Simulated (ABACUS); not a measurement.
# CdO (Monteponite) (Fm-3m) in ABACUS: single point with r2SCAN

Aim: the single point of CdO (Monteponite) with r2SCAN.

All numbers are computed with ABACUS 3.10.1; they aren't measurements. Logs are shortened: lines on timing, memory, paths and dates and some standing lists are left out, and cuts for length are marked.

## (1) The crystal as given

The structure is cubic, space group Fm-3m (No. 225). The conventional cell has a = 4.699 Å, b = 4.699 Å, c = 4.699 Å, α = 90.00°, β = 90.00°, γ = 90.00°. Cd (site symmetry m-3m) is surrounded by 6 O at 2.35 Å. O (site symmetry m-3m) is surrounded by 6 Cd at 2.35 Å.

## (2) Single point, r2SCAN

Contents of run_abacus.py:

```python
"""ABACUS run from a structure file: ASE reads it, the script writes STRU, KPT and INPUT."""
import re
import subprocess
from ase.io import read
from ase.units import Bohr

atoms = read("CdO.xyz")
atoms = atoms[(-atoms.numbers).argsort(kind="stable")]  # ABACUS lists atoms element by element
pseudo = {'Cd': 'Cd_ONCV_PBE-1.2.upf', 'O': 'O_ONCV_PBE-1.2.upf'}
orbital = {'Cd': 'Cd_confined-atom_7au_3s2p2d1f.orb', 'O': 'O_confined-atom_6au_2s2p1d.orb'}
magmoms = None
kmesh = [7, 7, 7]
params = {
    'suffix': 'CdO',
    'calculation': 'scf',
    'basis_type': 'lcao',
    'pseudo_dir': './',
    'orbital_dir': './',
    'symmetry': 1,
    'dft_functional': 'MGGA_X_R2SCAN+MGGA_C_R2SCAN',
    'ecutwfc': 103,
    'pseudo_rcut': 10,
    'nspin': 1,
    'nbands': 23,
    'ks_solver': 'genelpa',
    'smearing_method': 'fd',
    'smearing_sigma': 0.00367493,
    'scf_thr': 1e-07,
    'scf_nmax': 100,
    'mixing_type': 'broyden',
    'mixing_beta': 0.7,
    'cal_force': 1,
    'cal_stress': 1,
    'mixing_tau': 1,
    'out_mul': 1,
    'out_chg': 1,
    'out_pot': 2,
    'out_elf': 1,
}

symbols = atoms.get_chemical_symbols()
elements = list(dict.fromkeys(symbols))
lines = ["ATOMIC_SPECIES"] + [f"{e} {atoms.get_masses()[symbols.index(e)]:.4f} {pseudo[e]}" for e in elements]
if orbital:
    lines += ["", "NUMERICAL_ORBITAL"] + [orbital[e] for e in elements]
lines += ["", "LATTICE_CONSTANT", f"{1 / Bohr:.10f}", "", "LATTICE_VECTORS"]
lines += [" ".join(f"{x:.10f}" for x in v) for v in atoms.cell]
lines += ["", "ATOMIC_POSITIONS", "Direct"]
for e in elements:
    lines += ["", e, "0.0", str(symbols.count(e))]
    for i, p in enumerate(atoms.get_scaled_positions(wrap=False)):
        if symbols[i] == e:
            mag = "" if magmoms is None else " mag " + " ".join(str(x) for x in (magmoms[i] if isinstance(magmoms[i], list) else [magmoms[i]]))
            lines.append(" ".join(f"{x:.10f}" for x in p) + " 1 1 1" + mag)
open("STRU", "w").write("\n".join(lines) + "\n")
open("KPT", "w").write("K_POINTS\n0\nGamma\n%d %d %d 0 0 0\n" % tuple(kmesh))
open("INPUT", "w").write("INPUT_PARAMETERS\n" + "".join(f"{k:<20s}{v}\n" for k, v in params.items()))

done = subprocess.run(['mpirun', '-np', '4', 'abacus'])
if done.returncode:
    raise SystemExit(done.returncode)
log = open("OUT.CdO/running_scf.log").read()
print("final energy (eV):", re.findall(r"FINAL_ETOT_IS (\S+)", log))
```

Contents of CdO.xyz:

```xyz
2
Lattice="0.0000000000 2.3495000000 2.3495000000 2.3495000000 0.0000000000 2.3495000000 2.3495000000 2.3495000000 0.0000000000" Properties=species:S:1:pos:R:3 pbc="T T T"
Cd     0.0000000000      0.0000000000      0.0000000000
O      2.3495000000      2.3495000000      2.3495000000
```

Potentials or basis: SG15 ONCV 1.2 PBE, DZP LCAO (the cutoffs set its grid).

Command:

```
> OMP_NUM_THREADS=1 python run_abacus.py > log
```

running log:

```text
ABACUS v3.10.1

               Atomic-orbital Based Ab-initio Computation at UStc

 ------------------------------------------------------------------------------------

 READING GENERAL INFORMATION
                           global_out_dir = OUT.CdO/
                           global_in_card = INPUT
                               pseudo_dir = ./
                              orbital_dir = ./
                                    DSIZE = 4
                                    GSIZE = 1
[... 5 lines left out ...]

 READING ATOM TYPE 1
                               atom label = Cd
                      L=0, number of zeta = 3
                      L=1, number of zeta = 2
                      L=2, number of zeta = 2
                      L=3, number of zeta = 1
             number of atom for this type = 1

 READING ATOM TYPE 2
                               atom label = O
                      L=0, number of zeta = 2
                      L=1, number of zeta = 2
                      L=2, number of zeta = 1
             number of atom for this type = 1

                        TOTAL ATOM NUMBER = 2
DIRECT COORDINATES
    atom                   x                   y                   z     mag                  vx                  vy                  vz
taud_Cd1            0.0000000000        0.0000000000        0.0000000000  0.0000        0.0000000000        0.0000000000        0.0000000000
taud_O1            0.5000000000        0.5000000000        0.5000000000  0.0000        0.0000000000        0.0000000000        0.0000000000

                          Volume (Bohr^3) = 175.046
                             Volume (A^3) = 25.9392

 Lattice vectors: (Cartesian coordinate: in unit of a_0)
                   +0             +2.3495             +2.3495
              +2.3495                  +0             +2.3495
              +2.3495             +2.3495                  +0
 Reciprocal vectors: (Cartesian coordinate: in unit of 2 pi/a_0)
            -0.212811           +0.212811           +0.212811
            +0.212811           -0.212811           +0.212811
            +0.212811           +0.212811           -0.212811
 The esolver type has been set to : ksdft_lcao

                PAO radial cut off (Bohr) = 10

 Read in pseudopotential file is Cd_ONCV_PBE-1.2.upf
                     pseudopotential type = NC
          exchange-correlation functional = PBE
                 nonlocal core correction = 0
                        valence electrons = 20
                                     lmax = 2
                           number of zeta = 0
                     number of projectors = 6
                           L of projector = 0
                           L of projector = 0
                           L of projector = 1
[... 175 lines left out ...]
 SETUP SEARCHING RADIUS FOR PROGRAM TO SEARCH ADJACENT ATOMS
                  longest orb rcut (Bohr) = 7
   longest nonlocal projector rcut (Bohr) = 3.1
                     search radius (Bohr) = 20.2
              searching radius is (Bohr)) = 20.2
         searching radius unit is (Bohr)) = 1.89
                         PeriodicBoundary = 1
                        Radius(unit:lat0) = 10.7
                                   glayer = [ 5, 5, 5 ]
                             glayer_minus = [ 4, 4, 4 ]

Find the coordinate range of the input atom(unit:lat0).
                                  min_tau = [ -18.8, -18.8, -18.8 ]
                                  max_tau = [ 21.1, 21.1, 21.1 ]
                                BoxNumber = [ 9, 9, 9 ]

 SETUP EXTENDED REAL SPACE GRID FOR GRID INTEGRATION
                          real space grid = [ 45, 45, 45 ]
                 big cell numbers in grid = [ 15, 15, 15 ]
             meshcell numbers in big cell = [ 3, 3, 3 ]
                        extended fft grid = [ 21, 21, 21 ]
                dimension of extened grid = [ 58, 58, 58 ]
                            UnitCellTotal = 125
              Atom number in sub-FFT-grid = 2
    Local orbitals number in sub-FFT-grid = 39
                                ParaV.nnr = 35548
                                 init_chg = atomic

 LCAO ALGORITHM --------------- ION=   1  ELEC=   1--------------------------------

 Density error is 0.0716762495681
----------------------------------------------------------
     Energy           Rydberg                 eV
----------------------------------------------------------
 E_KohnSham     -342.6090535207      -4661.4353142689
 E_Harris       -343.2464368749      -4670.1073596961
 E_Fermi        0.9085412633         12.3613380491
----------------------------------------------------------
[... 80 lines left out ...]
 Density error is 5.56704162193e-08
----------------------------------------------------------
     Energy           Rydberg                 eV
----------------------------------------------------------
 E_KohnSham     -342.8197163600      -4664.3015292393
 E_KS(sigma->0) -342.8196640246      -4664.3008171804
 E_Harris       -342.8197174444      -4664.3015439933
 E_band         -25.2230940836       -343.1778007274
 E_one_elec     -129.3479802654      -1759.8695564015
 E_Hartree      75.9994106540        1034.0250295360
 E_xc           -34.9011322839       -474.8542657129
 E_Ewald        -254.5699097939      -3463.6013125431
 E_entropy(-TS) -0.0001046707        -0.0014241179
 E_descf        0.0000000000         0.0000000000
 E_exx          0.0000000000         0.0000000000
 E_Fermi        1.0319780741         14.0407820185
----------------------------------------------------------

 charge density convergence is achieved
 final etot is -4664.3015292 eV
 EFERMI = 14.040782019 eV
The vacuum level is 13.40599644 eV

 STATE ENERGY(eV) AND OCCUPATIONS    NSPIN == 1
 1/20 kpoint (Cartesian) = 0.0000 0.0000 0.0000 (774 pws)
       1       -89.5200     0.00583090
       2       -49.5542     0.00583090
       3       -49.5542     0.00583090
       4       -49.5542     0.00583090
       5       -4.55794     0.00583090
       6        6.91429     0.00583090
[... 140 lines left out ...]
      22        41.2926        0.00000
      23        42.5655        0.00000

[... levels at 14 further k points ...]

 correction force for each atom along direction 1 is 8.05049e-14
 correction force for each atom along direction 2 is -5.30348e-14
 correction force for each atom along direction 3 is 1.87113e-14
------------------------------------------------------------------------------------------
 TOTAL-FORCE (eV/Angstrom)
------------------------------------------------------------------------------------------
                       Cd1         0.0000000000         0.0000000000         0.0000000000
                        O1         0.0000000000         0.0000000000         0.0000000000
------------------------------------------------------------------------------------------

----------------------------------------------------------------
 TOTAL-STRESS (KBAR)
----------------------------------------------------------------
        11.1920671197         0.0000000000        -0.0000000000
        -0.0000000000        11.1920671197        -0.0000000000
        -0.0000000000        -0.0000000000        11.1920671197
----------------------------------------------------------------
 TOTAL-PRESSURE: 11.192067 KBAR

 --------------------------------------------
 !FINAL_ETOT_IS -4664.3015292392956326 eV
 --------------------------------------------
```

INPUT:

```text
INPUT_PARAMETERS
suffix              CdO
calculation         scf
basis_type          lcao
pseudo_dir          ./
orbital_dir         ./
symmetry            1
dft_functional      MGGA_X_R2SCAN+MGGA_C_R2SCAN
ecutwfc             103
pseudo_rcut         10
nspin               1
nbands              23
ks_solver           genelpa
smearing_method     fd
smearing_sigma      0.00367493
scf_thr             1e-07
scf_nmax            100
mixing_type         broyden
mixing_beta         0.7
cal_force           1
cal_stress          1
mixing_tau          1
out_mul             1
out_chg             1
out_pot             2
out_elf             1
```

Wall time 17 s (4 MPI ranks of AMD EPYC 7R13 (Zen 3), shared host); peak memory 0.44 GiB.

What came out:

* Free energy: -4664.3015 eV
* Pressure: 1.1 GPa
* Band gap on the k mesh: none (metal or under the smearing width)
* Mulliken charges: Cd +0.83; O -0.83 e

Levels at points of the mesh, in eV from the Fermi level:
```
           k point  band 9  band 10  band 11  band 12  band 13  band 14  band 15  band 16  band 17  band 18
(0.00, 0.00, 0.00)   -6.78    -6.78    -1.48    -1.48    -1.48    -0.16    18.05    18.05    18.05    18.76
```

Caveat: the atomic orbitals were generated for these runs and aren't a published set; Mulliken charges move with the basis; the potentials were made for another functional, which shifts forces and pressure; the basis of atomic orbitals isn't converged, which shifts pressures, moduli and gaps.
